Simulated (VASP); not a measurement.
# Sn (Im-3m) in VASP: a series of runs

The runs below take Sn through relaxation of cell and atoms, with PBEsol, RPBE, revPBE, BLYP, AM05.

All numbers are computed with VASP 6.6.1; they aren't measurements. Logs are shortened: lines on timing, memory, paths and dates and some standing lists are left out, and cuts for length are marked.

### Step 1. The structure

The structure is cubic, space group Im-3m (No. 229). The conventional cell has a = 3.789 Å, b = 3.789 Å, c = 3.789 Å, α = 90.00°, β = 90.00°, γ = 90.00°. Around Sn (site symmetry m-3m) lie 8 Sn at 3.28 Å.

This isn't the form of Sn at room conditions, which is tetragonal (white tin).

### Step 2. Relaxation of cell and atoms, PBEsol

The input, INCAR:

```
SYSTEM = Sn
PREC = Accurate
ENCUT = 600
EDIFF = 1E-7
ISMEAR = -1
SIGMA = 0.05
LREAL = .False.
LASPH = .True.
NELM = 80
ALGO = Normal
ISIF = 3
LWAVE = .False.
LCHARG = .False.
GGA = PS
IBRION = 2
NSW = 60
EDIFFG = -0.01
```

The input, KPOINTS:

```
regular mesh
0
Gamma
  10 10 10
  0 0 0
```

The input, POSCAR:

```
Sn
1.0
   -1.8946518192      1.8946518192      1.8946518192
    1.8946518192     -1.8946518192      1.8946518192
    1.8946518192      1.8946518192     -1.8946518192
Sn
1
Direct
    0.0000000000      0.0000000000      0.0000000000
```

Potentials or basis: VASP PAW PBE potentials, release 64 (Sn_d).

Run with:

```console
$ cat potpaw_PBE.64/Sn_d/POTCAR > POTCAR
$ mpirun -np 1 vasp_std > vasp.out
```

OUTCAR:

```text
SYSTEM = Sn
   PREC = Accurate
   ENCUT = 600
   EDIFF = 1E-7
   ISMEAR = -1
   LREAL = .False.
   LASPH = .True.
   NELM = 80
   ISIF = 3
   GGA = PS
   IBRION = 2
   NSW = 60
   EDIFFG = -0.01

 ion  position               nearest neighbor table
   1  0.000  0.000  0.000-

  LATTYP: Found a body centered cubic cell.
 ALAT       =     3.7893036384

  Lattice vectors:

 A1 = (  -1.8946518192,   1.8946518192,   1.8946518192)
 A2 = (   1.8946518192,  -1.8946518192,   1.8946518192)
 A3 = (   1.8946518192,   1.8946518192,  -1.8946518192)

Analysis of symmetry for initial positions (statically):
=====================================================================
 Subroutine PRICEL returns:
 Original cell was already a primitive cell.

 Routine SETGRP: Setting up the symmetry group for a
 body centered cubic supercell.

 Subroutine GETGRP returns: Found 48 space group operations
 (whereof 48 operations were pure point group operations)
 out of a pool of 48 trial point group operations.

The static configuration has the point symmetry O_h .

Analysis of symmetry for dynamics (positions and initial velocities):
=====================================================================
 Subroutine PRICEL returns:
 Original cell was already a primitive cell.

 Routine SETGRP: Setting up the symmetry group for a
 body centered cubic supercell.

 Subroutine GETGRP returns: Found 48 space group operations
 (whereof 48 operations were pure point group operations)
 out of a pool of 48 trial point group operations.

The dynamic configuration has the point symmetry O_h .

 Subroutine INISYM returns: Found 48 space group operations
 (whereof 48 operations are pure point group operations),
 and found     1 'primitive' translations

----------------------------------------------------------------------------------------

                                     Primitive cell

  volume of cell :      27.2050

  direct lattice vectors                    reciprocal lattice vectors
    -1.894651819  1.894651819  1.894651819     0.000000000  0.263900731  0.263900731
     1.894651819 -1.894651819  1.894651819     0.263900731  0.000000000  0.263900731
     1.894651819  1.894651819 -1.894651819     0.263900731  0.263900731  0.000000000

  length of vectors
     3.281633214  3.281633214  3.281633214     0.373211993  0.373211993  0.373211993

  position of ions in fractional coordinates (direct lattice)
     0.000000000  0.000000000  0.000000000

  ion indices of the primitive-cell ions
   primitive index   ion index
                 1           1

----------------------------------------------------------------------------------------

 KPOINTS: regular mesh

Automatic generation of k-mesh.
 Grid dimensions read from file:
 generate k-points for:   10   10   10

 Generating k-lattice:

  Cartesian coordinates                     Fractional coordinates (reciprocal lattice)
     0.000000000  0.026390073  0.026390073     0.100000000  0.000000000  0.000000000
     0.026390073  0.000000000  0.026390073     0.000000000  0.100000000  0.000000000
     0.026390073  0.026390073  0.000000000     0.000000000  0.000000000  0.100000000

  Length of vectors
     0.037321199  0.037321199  0.037321199

  Shift w.r.t. Gamma in fractional coordinates (k-lattice)
     0.000000000  0.000000000  0.000000000

 Subroutine IBZKPT returns following result:
 ===========================================

 Found     47 irreducible k-points:

 Following reciprocal coordinates:
            Coordinates               Weight
  0.000000  0.000000  0.000000      1.000000
  0.100000  0.000000  0.000000     12.000000
  0.200000  0.000000  0.000000     12.000000
  0.300000  0.000000  0.000000     12.000000
  0.400000  0.000000  0.000000     12.000000
  0.500000  0.000000  0.000000      6.000000
[... 16 lines left out ...]
  0.300000  0.300000  0.100000      8.000000
 -0.300000  0.300000  0.100000     24.000000
 [... further k-points ...]
   k-points           NKPTS =     47   k-points in BZ     NKDIM =     47   number of bands    NBANDS=     11
   number of dos      NEDOS =    301   number of ions     NIONS =      1
   total plane-waves  NPLWV =  21952
   dimension x,y,z NGX =    28 NGY =   28 NGZ =   28
   dimension x,y,z NGXF=    56 NGYF=   56 NGZF=   56
   ions per type =               1
   NGX,Y,Z   is equivalent  to a cutoff of  14.18, 14.18, 14.18 a.u.
   NGXF,Y,Z  is equivalent  to a cutoff of  28.37, 28.37, 28.37 a.u.
 SYSTEM =  Sn
   PREC   = accura    normal or accurate (medium, high low for compatibility)
   ISTART =      0    job   : 0-new  1-cont  2-samecut
   ICHARG =      2    charge: 1-file 2-atom 10-const
   ISPIN  =      1    spin polarized calculation?
   LNONCOLLINEAR =      F non collinear calculations
   LSORBIT =      F    spin-orbit coupling
   LASPH  =      T    aspherical Exc in radial PAW
   ENCUT  =  600.0 eV  44.10 Ry    6.64 a.u.   6.55  6.55  6.55*2*pi/ulx,y,z
   NELM   =     80;   NELMIN=  2; NELMDL= -5     # of ELM steps
   EDIFF  = 0.1E-06   stopping-criterion for ELM
   LREAL  =      F    real-space projection
   EDIFFG = -.1E-01   stopping-criterion for IOM
   NSW    =     60    number of steps for IOM
   IBRION =      2    ionic relax: 0-MD 1-quasi-New 2-CG
   NFREE  =      1    steps in history (QN), initial steepest desc. (CG)
   ISIF   =      3    stress and relaxation
   ISYM   =      2    0-nonsym 1-usesym 2-fastsym
   POTIM  = 0.5000    time-step for ionic-motion
   TEBEG  =    0.0;   TEEND  =   0.0 temperature during run
   PSTRESS=    0.0 pullay stress
   NELECT =      14.0000    total number of electrons
   NUPDOWN=      -1.0000    fix difference up-down
   EMIN   =  10.00;   EMAX   =-10.00  energy-range for DOS
   EFERMI =   0.00;   METHOD = LEGACY
   ISMEAR =    -1;   SIGMA  =   0.05  broadening in eV -4-tet -1-fermi 0-gaus
   EFERMI_NEDOS =   21; number of points for ismear=-14 and -15
   IALGO  =     38    algorithm
   IMIX   =      4    mixing-type and parameters
     AMIX     =   0.40;   BMIX     =  1.00
     AMIX_MAG =   1.60;   BMIX_MAG =  1.00
  volume/ion in A,a.u.               =      27.20       183.59
  Fermi-wavevector in a.u.,A,eV,Ry     =   1.311902  2.479136 23.416813  1.721087
  Thomas-Fermi vector in A             =   2.442332
   LORBIT       =      0    0 simple, 1 ext, 2 COOP (PROOUT), +10 PAW based schemes
   GGA     = PS    functional components
   LHFCALC =     F    Hartree Fock is set to
   AEXX    =    0.0000 exact exchange contribution
   IVDW    =     0    specifies the selected vdW correction
   LEPSILON=     F    determine dielectric tensor
   LRPA    =     F    only Hartree local field effects (RPA)
 conjugate gradient relaxation of ions
 non-spin polarized calculation
  energy-cutoff  :      600.00
  volume of cell :       27.20
 maximum number of plane-waves:       935
 NGX is ok and might be reduce to    28
   NGX = 13   NGY = 13   NGZ = 13

--------------------------------------- Ionic step        1  -------------------------------------------

 number of electron      13.9999996 magnetization

 Free energy of the ion-electron system (eV)
  ---------------------------------------------------
  ext. energy  EPLUGINS =         0.00000000
  ---------------------------------------------------
  free energy    TOTEN  =        -4.21222706 eV

  energy without entropy =       -4.20490474  energy(sigma->0) =       -4.20856590

------------------------ aborting loop because EDIFF is reached ----------------------------------------

  FORCE on cell =-STRESS in cart. coord.  units (eV):
  Direction    XX          YY          ZZ          XY          YZ          ZX
  --------------------------------------------------------------------------------------
  -------------------------------------------------------------------------------------
  Total       -0.3726504     -0.3726504     -0.3726504     -0.0000000     -0.0000000      0.0000000
  in kB      -21.9464329    -21.9464329    -21.9464329     -0.0000000     -0.0000000      0.0000000
  external PRESSURE =     -21.9464329 kB  Pullay stress =       0.0000000 kB
[... 55 lines left out ...]
  energy  without entropy=       -4.2143021157  energy(sigma->0) =       -4.21749669

--------------------------------------- Ionic step        3  -------------------------------------------

 number of electron      14.0000004 magnetization

 Free energy of the ion-electron system (eV)
  ---------------------------------------------------
  ext. energy  EPLUGINS =         0.00000000
  ---------------------------------------------------
  free energy    TOTEN  =        -4.22099440 eV

  energy without entropy =       -4.21442670  energy(sigma->0) =       -4.21771055

 E-fermi :   8.4592     XC(G=0): -10.7211

 val. band max:        8.4322323746   @ k =   0.2000   0.2000   0.0000
 cond. band min:       8.4639455828   @ k =  -0.4000   0.4000   0.4000
 fundamental gap:      0.0317132083
 Fermi energy:         8.4592449127

 k-point     1 :       0.0000    0.0000    0.0000
  band No.  band energies     occupation
      1     -13.0003      2.00000
      2     -13.0003      2.00000
      3     -13.0003      2.00000
      4     -12.8401      2.00000
      5     -12.8401      2.00000
      6      -2.9521      2.00000
      7      16.8594      0.00000
      8      16.8594      0.00000
      9      16.8594      0.00000
     10      20.7002      0.00000
     11      20.7002      0.00000
[... 309 lines left out ...]
 k-point    24 :      -0.3000    0.3000    0.1000
  band No.  band energies     occupation
      1     -13.0102      2.00000
      2     -12.9596      2.00000
      3     -12.8780      2.00000
      4     -12.8499      2.00000
      5     -12.8366      2.00000
      6      -0.6828      2.00000
      7       8.6808      0.02354
      8      12.4886      0.00000
      9      13.8284      0.00000
     10      17.7110      0.00000
     11      18.7215      0.00000

 [... further k-points ...]
[... 5 lines left out ...]
  --------------------------------------------------------------------------------------
  -------------------------------------------------------------------------------------
  Total        0.0011004      0.0011004      0.0011004     -0.0000000      0.0000000     -0.0000000
  in kB        0.0678636      0.0678636      0.0678636     -0.0000000      0.0000000     -0.0000000
  external PRESSURE =       0.0678636 kB  Pullay stress =       0.0000000 kB
[... 16 lines left out ...]
  FREE ENERGIE OF THE ION-ELECTRON SYSTEM (eV)
  ---------------------------------------------------
  free  energy   TOTEN  =        -4.2209943958 eV

  energy  without entropy=       -4.2144267023  energy(sigma->0) =       -4.21771055

 reached required accuracy - stopping structural energy minimisation
```

It took 18 s on 1 thread of Intel Xeon 6975P-C (Granite Rapids), shared host; peak memory 0.17 GiB.

What came out:

| Item | Value |
| --- | --- |
| Free energy | -4.2210 eV |
| Relaxed volume | 25.98 Å³/atom |
| Relaxed cell | a = 3.232 Å, b = 3.232 Å, c = 3.232 Å, α = 109.47°, β = 109.47°, γ = 109.47° |
| Space group after relaxing (to 0.05 Å) | Im-3m (No. 229) |
| Energy gained by relaxing | 8.8 meV/atom |
| Ionic steps | 3 |
| Pressure after relaxing | 0.0 GPa |
| Band gap on the k mesh | none (metal or under the smearing width) |

The path:
```tsv
step	energy change (eV)	largest force (eV/Å)	pressure (GPa)	volume (Å³)
1	0.0000	0.0000	-2.19	27.20
2	-0.0085	0.0000	0.46	25.76
3	-0.0088	0.0000	0.01	25.98
```

Final structure:
```
Sn
1.0
    -1.86576    1.86576    1.86576
     1.86576   -1.86576    1.86576
     1.86576    1.86576   -1.86576
Sn
1
Direct
  0.00000 0.00000 0.00000
```

Levels at points of the mesh, in eV from the Fermi level:
| k point | band 5 | band 6 | band 7 | band 8 | band 9 | band 10 |
| --- | --- | --- | --- | --- | --- | --- |
| (0.00, 0.00, 0.00) | -21.30 | -11.41 | 8.40 | 8.40 | 8.40 | 12.24 |
| (0.50, 0.00, 0.00) | -21.20 | -6.45 | -4.64 | 3.78 | 5.61 | 8.25 |
| (0.50, 0.50, 0.50) | -21.23 | -2.21 | -0.51 | -0.51 | -0.51 | 3.85 |

Caveat: the PAW data sets were made with another functional, which shifts forces and pressure a little.

(Part 1 of 2 ends here.)
